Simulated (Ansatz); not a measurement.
# SnO: the cost of one run

Program: Ansatz 0.2.0. Level of theory: DFT, PBE, plane-wave PAW, default files, scalar-relativistic, as far as a step names no other. These are calculated values, not measurements.

1 further run of the same task is left out (it didn't finish).

## (1) The system as given

Symmetry: Cmc2_1, No. 36, orthorhombic system. Conventional cell: a = 5.000 Å, b = 5.720 Å, c = 11.120 Å, α = 90.00°, β = 90.00°, γ = 90.00°. Around Sn (site symmetry m) lie 2 O at 2.15 Å. Around Sn (site symmetry m) lie 2 O at 1.99 Å. O (site symmetry 1) is surrounded by 1 O at 1.80 Å and 2 Sn at 1.99 to 2.15 Å.

As a file:

```
CELL_PARAMETERS angstrom
2.50000 -2.86000 0.00000
2.50000 2.86000 0.00000
0.00000 0.00000 11.12000
ATOMIC_POSITIONS crystal
Sn 0.00000 0.00000 0.00000
Sn 0.00000 0.00000 0.50000
Sn 0.55900 0.44100 0.25400
Sn 0.44100 0.55900 0.75400
O 0.93000 0.43000 0.38000
O 0.07000 0.57000 0.88000
O 0.57000 0.07000 0.38000
O 0.43000 0.93000 0.88000
```

The earlier run gave: no gap over 0.1 eV on the mesh, largest force 8.842 eV/Å, pressure 10.0 GPa.

Like atoms gathered into sites:

```tsv
site	atoms	first shell	V_zz (10²¹ V/m²)	η	C_Q (MHz)
Sn1	1, 2	4 O at 2.15–2.53 Å	-17.48	0.49	–
Sn3	3, 4	2 O at 1.99 Å, angle 54°; also 2 O at 2.77 Å	-33.2	0.31	–
O	5, 6, 7, 8	1 O at 1.80 Å, 2 Sn at 1.99–2.15 Å; also 2 Sn at 2.53–2.77 Å	-4.66	0.86	2.88 (¹⁷O)
```

Conventions: |V_zz| ≥ |V_yy| ≥ |V_xx|, η = (V_xx − V_yy)/V_zz, C_Q = eQV_zz/h. Nuclear quadrupole moments: year-2017 set (Pyykkö). A dash under C_Q marks elements without a common quadrupolar isotope.

## (2) Z stretched by +3 %, ions relaxed

input.yaml

```yaml
crystal:
  lattice:
    - [2.5, -2.86, 0.0]
    - [2.5, 2.86, 0.0]
    - [0.0, 0.0, 11.4536]
  atoms:
    - { symbol: Sn, position: [6.44665e-05, -6.44665e-05, -0.014181399] }
    - { symbol: Sn, position: [-6.44665e-05, 6.44665e-05, 0.485818601] }
    - { symbol: Sn, position: [0.499678216, 0.500321784, 0.271170967] }
    - { symbol: Sn, position: [0.500321784, 0.499678216, 0.771170967] }
    - { symbol: O, position: [0.9998128415, 0.5000024962, 0.378505216] }
    - { symbol: O, position: [0.0001871585, 0.4999975038, 0.878505216] }
    - { symbol: O, position: [0.4999975038, 0.0001871585, 0.378505216] }
    - { symbol: O, position: [0.5000024962, 0.9998128415, 0.878505216] }
kpoints:
  mp_grid: { grid: [8, 8, 3] }
scf:
  occupations: { method: fermi_dirac, width: 0.02 }
hamiltonian:
  xc: pbe
  pseudopotentials: { kind: paw }
output:
  forces: true
  stress: true
  populations: true
  efg:
    quadrupole_moments_barn: { Sn: -0.132, O: -0.02558 }
    contact_densities: true
relax:
  f_tol: 0.02
  max_steps: 60
```

On the command line:

```
$ ansatz run input.yaml --threads 1 --pin off --max-ram 3072MiB --backend cpu --events-out ev --progress --plain --runs-dir out
```

**Question.** How long does this run take on 1 thread of Intel Xeon 6975P-C (Granite Rapids), shared host, and how much memory does it need?

About 48 s, with a peak of 0.61 GiB.
